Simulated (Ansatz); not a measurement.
# Ta: further runs on the relaxed cell

The task here is to estimate one member of a computed series from the others.

This is Ta in the fcc structure; at room conditions it is bcc.

Computed with Ansatz 0.2.0 (DFT PBEsol, scalar-relativistic, plane waves, PAW, unless a step's input says otherwise).

1 further run of the same task is left out (set aside as unsound or not needed).

**The structure to begin with**

The structure is cubic, space group Fm-3m (No. 225). The conventional cell has a = 4.176 Å, b = 4.176 Å, c = 4.176 Å, α = 90.00°, β = 90.00°, γ = 90.00°. Ta (site symmetry m-3m) is surrounded by 12 Ta at 2.95 Å.

As a file:

```cif
data_structure
_symmetry_space_group_name_H-M 'Fm-3m'
_symmetry_Int_Tables_number 225
_cell_length_a 4.1756
_cell_length_b 4.1756
_cell_length_c 4.1756
_cell_angle_alpha 90.000
_cell_angle_beta 90.000
_cell_angle_gamma 90.000
_cell_volume 72.80
loop_
_atom_site_label
_atom_site_type_symbol
_atom_site_symmetry_multiplicity
_atom_site_Wyckoff_symbol
_atom_site_fract_x
_atom_site_fract_y
_atom_site_fract_z
_atom_site_occupancy
Ta1 Ta 4 a 0.00000 0.00000 0.00000 1
```

This cell was relaxed beforehand with the same method: volume 18.20 Å³/atom, gap on the mesh none (metal).

The first run:

input.yaml

```yaml
crystal:
  lattice:
    - [0.0, 2.0877952334, 2.0877952334]
    - [2.0877952334, 0.0, 2.0877952334]
    - [2.0877952334, 2.0877952334, 0.0]
  atoms:
    - { symbol: Ta, position: [0.0, 0.0, 0.0] }
basis:
  ecutwfc: 420
kpoints:
  mp_grid: { grid: [18, 18, 18] }
  band_path:
    path:
      - [[0.0, 0.0, 0.0], [0.5, 0.0, 0.5], [0.625, 0.25, 0.625]]
      - [[0.375, 0.375, 0.75], [0.0, 0.0, 0.0], [0.5, 0.5, 0.5], [0.5, 0.25, 0.75], [0.5, 0.0, 0.5]]
    npoints: 14
hamiltonian:
  xc: pbesol
scf:
  occupations: { method: gaussian, width: 0.1 }
  n_extra_bands: 6
output:
  forces: true
  stress: true
  eigenvalues: true
  populations: true
  dos: { projected: true, de: 0.02, nscf_kmesh: { grid: [27, 27, 27] } }
  bader: true
```

Command:

```sh
$ ansatz run input.yaml --threads 1 --pin off --max-ram 2560MiB --backend cpu --events-out ev --progress --plain --runs-dir out
```

Steps of the session up to this table: Static run: bands, density of states and charges; The cell as listed, for comparison; The cell scaled to 0.97 of its volume; Volume × 1.03; Volume × 0.94; Volume × 1.06; The cell scaled to 0.91 of its volume; Point at V/V0 = 1.10; Point at V/V0 = 0.88.

One table of the session follows, with a row left open; its other results are not shown here.

It belongs to the step «Equation of state». 

| volume (Å³/atom) | energy above the lowest point (meV/atom) | pressure (GPa) |
| --- | --- | --- |
| 16.017 | 199.7 | 32.61 |
| 16.563 | 106.3 | 22.60 |
| 17.109 | 44.7 | 13.93 |
| 17.655 | ? | ? |
| 18.201 | 0.0 | 0.02 |
| 18.747 | 9.7 | -5.60 |
| 19.293 | 37.3 | -10.51 |
| 20.021 | 98.0 | -16.07 |

**Question.** Estimate the row for volume (Å³/atom) = 17.655.

Worked estimate for «energy above the lowest point (meV/atom)». A straight line through the neighbours (17.109, 44.7) and (18.201, 0.0) gives 44.7 + (0.0 − 44.7) × (17.655 − 17.109) / (18.201 − 17.109) = 22.4; a parabola fitted to 4 rows on both sides gives 10.5.

As computed: energy above the lowest point (meV/atom): 10.6; pressure (GPa): 6.47. In «energy above the lowest point (meV/atom)» the line misses by +11.8 and the parabola by -0.1.
